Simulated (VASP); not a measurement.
# KF (Carobbiite) (Fm-3m) in VASP: further runs, part 2 of 2

VASP 6.6.1. Earlier steps stand in the parts before.

## (3) Relaxation of cell and atoms, r2SCAN

This run uses another cell than the first one, of 19.07 Å³/atom, 1.015 times its volume.

The input, POSCAR:

```
KF
1.0
    0.0000000000      2.6718500000      2.6718500000
    2.6718500000      0.0000000000      2.6718500000
    2.6718500000      2.6718500000      0.0000000000
K F
1 1
Direct
    0.0000000000      0.0000000000      0.0000000000
    0.5000000000      0.5000000000      0.5000000000
```

The input, INCAR.step1:

```
PREC     = Accurate       # precision mode
ENCUT    = 600            # plane-wave cutoff, eV
ISMEAR   = 0              # smearing method
SIGMA    = 0.02           # smearing width, eV
LREAL    = F              # projectors in reciprocal space
LASPH    = T              # aspherical terms in the spheres
NELM     = 100            # most SCF steps
GGA      = PE             # functional
ALGO     = Normal         # electronic algorithm
EDIFF    = 1E-4           # SCF threshold, eV
LWAVE    = T              # write WAVECAR
LCHARG   = F              # write CHGCAR
```

The input, INCAR.step2:

```
PREC     = Accurate       # precision mode
ENCUT    = 600            # plane-wave cutoff, eV
EDIFF    = 1E-6           # SCF threshold, eV
ISMEAR   = 0              # smearing method
SIGMA    = 0.02           # smearing width, eV
LREAL    = F              # projectors in reciprocal space
LASPH    = T              # aspherical terms in the spheres
NELM     = 100            # most SCF steps
ALGO     = Normal         # electronic algorithm
ISIF     = 3              # what is computed and relaxed
LWAVE    = F              # write WAVECAR
LCHARG   = F              # write CHGCAR
METAGGA  = R2SCAN         # meta-GGA
LMIXTAU  = T            
IBRION   = 2              # ionic algorithm
NSW      = 100            # ionic steps
EDIFFG   = -0.005         # ionic threshold
ISTART   = 1
```

The input, KPOINTS:

```
Automatic mesh
0
Gamma
  8 8 8
```

Potentials or basis: VASP PAW PBE potentials, release 64 (K_sv, F).

Launch:

```
$ cat potpaw_PBE.64/K_sv/POTCAR potpaw_PBE.64/F/POTCAR > POTCAR
$ cp INCAR.step1 INCAR
$ mpirun -np 1 vasp_std > vasp.out
$ cp INCAR.step2 INCAR
$ mpirun -np 1 vasp_std > vasp.out
```

OUTCAR:

```text
PREC = Accurate
   ENCUT = 600
   EDIFF = 1E-6
   ISMEAR = 0
   LREAL = F
   LASPH = T
   NELM = 100
   ISIF = 3
   METAGGA = R2SCAN
   IBRION = 2
   NSW = 100
   EDIFFG = -0.005
   ISTART = 1

 ion  position               nearest neighbor table
   1  0.000  0.000  0.000-   2 2.67   2 2.67   2 2.67   2 2.67   2 2.67   2 2.67
   2  0.500  0.500  0.500-   1 2.67   1 2.67   1 2.67   1 2.67   1 2.67   1 2.67

  LATTYP: Found a face centered cubic cell.
 ALAT       =     5.3437000000

  Lattice vectors:

 A1 = (   0.0000000000,   2.6718500000,   2.6718500000)
 A2 = (   2.6718500000,   0.0000000000,   2.6718500000)
 A3 = (   2.6718500000,   2.6718500000,   0.0000000000)

Analysis of symmetry for initial positions (statically):
=====================================================================
 Subroutine PRICEL returns:
 Original cell was already a primitive cell.

 Routine SETGRP: Setting up the symmetry group for a
 face centered cubic supercell.

 Subroutine GETGRP returns: Found 48 space group operations
 (whereof 48 operations were pure point group operations)
 out of a pool of 48 trial point group operations.

The static configuration has the point symmetry O_h .

Analysis of symmetry for dynamics (positions and initial velocities):
=====================================================================
 Subroutine PRICEL returns:
 Original cell was already a primitive cell.

 Routine SETGRP: Setting up the symmetry group for a
 face centered cubic supercell.

 Subroutine GETGRP returns: Found 48 space group operations
 (whereof 48 operations were pure point group operations)
 out of a pool of 48 trial point group operations.

The dynamic configuration has the point symmetry O_h .

 Subroutine INISYM returns: Found 48 space group operations
 (whereof 48 operations are pure point group operations),
 and found     1 'primitive' translations

[... 138 lines left out ...]
  ---------------------------------------------------
  ext. energy  EPLUGINS =         0.00000000
  ---------------------------------------------------
  free energy    TOTEN  =       -14.97567516 eV

  energy without entropy =      -14.97567516  energy(sigma->0) =      -14.97567516

------------------------ aborting loop because EDIFF is reached ----------------------------------------

  FORCE on cell =-STRESS in cart. coord.  units (eV):
  Direction    XX          YY          ZZ          XY          YZ          ZX
  --------------------------------------------------------------------------------------
  -------------------------------------------------------------------------------------
  Total       -0.1280333     -0.1280333     -0.1280333     -0.0000000     -0.0000000      0.0000000
  in kB       -5.3773390     -5.3773390     -5.3773390     -0.0000000     -0.0000000      0.0000000
  external PRESSURE =      -5.3773390 kB  Pullay stress =       0.0000000 kB
[... 59 lines left out ...]
--------------------------------------- Ionic step        3  -------------------------------------------

 number of electron      16.0000001 magnetization

 Free energy of the ion-electron system (eV)
  ---------------------------------------------------
  ext. energy  EPLUGINS =         0.00000000
  ---------------------------------------------------
  free energy    TOTEN  =       -14.97670562 eV

  energy without entropy =      -14.97670562  energy(sigma->0) =      -14.97670562

 E-fermi :  -3.1773     XC(G=0):  -8.9736

 val. band max:       -3.3137672963   @ k =   0.0000   0.0000   0.0000
 cond. band min:       3.5977907494   @ k =   0.0000   0.0000   0.0000
 fundamental gap:      6.9115580458
 Fermi energy:        -3.1772679523

 k-point     1 :       0.0000    0.0000    0.0000
  band No.  band energies     occupation
      1     -30.3925      2.00000
      2     -23.1122      2.00000
      3     -12.8674      2.00000
      4     -12.8674      2.00000
      5     -12.8674      2.00000
      6      -3.3138      2.00000
      7      -3.3138      2.00000
      8      -3.3138      2.00000
      9       3.5978      0.00000
     10       8.1823      0.00000
     11       8.1823      0.00000
     12       8.1823      0.00000
[... 331 lines left out ...]
 k-point    24 :      -0.3750    0.2500    0.1250
  band No.  band energies     occupation
      1     -30.2784      2.00000
      2     -23.1841      2.00000
      3     -13.1976      2.00000
      4     -13.0896      2.00000
      5     -12.9408      2.00000
      6      -3.8723      2.00000
      7      -3.5896      2.00000
      8      -3.5638      2.00000
      9       6.7536      0.00000
     10       7.4715      0.00000
     11       9.3641      0.00000
     12      10.3644      0.00000

 [... further k-points ...]

------------------------ aborting loop because EDIFF is reached ----------------------------------------

  FORCE on cell =-STRESS in cart. coord.  units (eV):
  Direction    XX          YY          ZZ          XY          YZ          ZX
  --------------------------------------------------------------------------------------
  -------------------------------------------------------------------------------------
  Total       -0.0069572     -0.0069572     -0.0069572      0.0000000      0.0000000      0.0000000
  in kB       -0.2965914     -0.2965914     -0.2965914      0.0000000      0.0000000      0.0000000
  external PRESSURE =      -0.2965914 kB  Pullay stress =       0.0000000 kB
[... 17 lines left out ...]
  FREE ENERGIE OF THE ION-ELECTRON SYSTEM (eV)
  ---------------------------------------------------
  free  energy   TOTEN  =       -14.9767056188 eV

  energy  without entropy=      -14.9767056188  energy(sigma->0) =      -14.97670562

 reached required accuracy - stopping structural energy minimisation
```

OSZICAR.step1:

```text
N       E                     dE             d eps       ncg     rms          rms(c)
DAV:   1     0.129475645098E+03    0.12948E+03   -0.93387E+03   696   0.147E+03
DAV:   2    -0.395723900216E+01   -0.13343E+03   -0.12118E+03   872   0.343E+02
DAV:   3    -0.938288644398E+01   -0.54256E+01   -0.53992E+01   900   0.674E+01
DAV:   4    -0.955291626519E+01   -0.17003E+00   -0.16986E+00  1072   0.101E+01
DAV:   5    -0.955401447690E+01   -0.10982E-02   -0.10982E-02   864   0.102E+00    0.632E+00
DAV:   6    -0.831831182125E+01    0.12357E+01   -0.43318E+00   772   0.185E+01    0.383E+00
DAV:   7    -0.829299889723E+01    0.25313E-01   -0.12713E-01   940   0.319E+00    0.232E+00
DAV:   8    -0.828973867189E+01    0.32602E-02   -0.55802E-02   744   0.282E+00    0.216E-01
DAV:   9    -0.829126561716E+01   -0.15269E-02   -0.68734E-03   948   0.690E-01    0.122E-01
DAV:  10    -0.829182649693E+01   -0.56088E-03   -0.99925E-04   768   0.321E-01    0.585E-02
DAV:  11    -0.829193430231E+01   -0.10781E-03   -0.38594E-04   760   0.164E-01    0.214E-02
DAV:  12    -0.829192347446E+01    0.10828E-04   -0.61345E-05   520   0.707E-02
   1 F= -.82919235E+01 E0= -.82919235E+01  d E =-.118634E-36
```

It took 5 min on 1 thread of AMD EPYC 7R43 (Zen 3), shared host; peak memory 0.14 GiB.

Results:

- Free energy: -14.9767 eV
- Relaxed volume: 18.79 Å³/atom
- Relaxed cell: a = 3.760 Å, b = 3.760 Å, c = 3.760 Å, α = 60.00°, β = 60.00°, γ = 60.00°
- Space group after relaxing (to 0.05 Å): Fm-3m (No. 225)
- Energy gained by relaxing: 0.5 meV/atom
- Ionic steps: 3
- Pressure after relaxing: 0.0 GPa
- Band gap on the k mesh: 6.91 eV, direct

The path:
```
step  energy change (eV)  largest force (eV/Å)  pressure (GPa)  volume (Å³)
   1              0.0000                0.0000           -0.54        38.15
   2             -0.0009                0.0000           -0.23        37.80
   3             -0.0010                0.0000           -0.03        37.58
```

Final structure:
```
K F
1.0
     0.00000    2.65859    2.65859
     2.65859    0.00000    2.65859
     2.65859    2.65859    0.00000
K F
1 1
Direct
  0.00000 0.00000 0.00000
  0.50000 0.50000 0.50000
```

Levels at points of the mesh, in eV from the valence-band top:
```csv
k point,band 4,band 5,band 6,band 7,band 8,band 9,band 10,band 11,band 12
"(0.00, 0.00, 0.00)",-9.55,-9.55,0.00,0.00,0.00,6.91,11.50,11.50,11.50
"(0.50, 0.00, 0.00)",-9.59,-9.59,-0.78,-0.35,-0.35,9.74,11.36,13.00,13.00
"(0.50, 0.50, 0.00)",-9.77,-9.77,-0.20,-0.05,-0.05,8.78,11.31,12.55,14.71
```

Caveat: the PAW data sets were made with another functional, which shifts forces and pressure a little. r2SCAN opens gaps a little over a GGA but as a rule still falls short of measured ones.
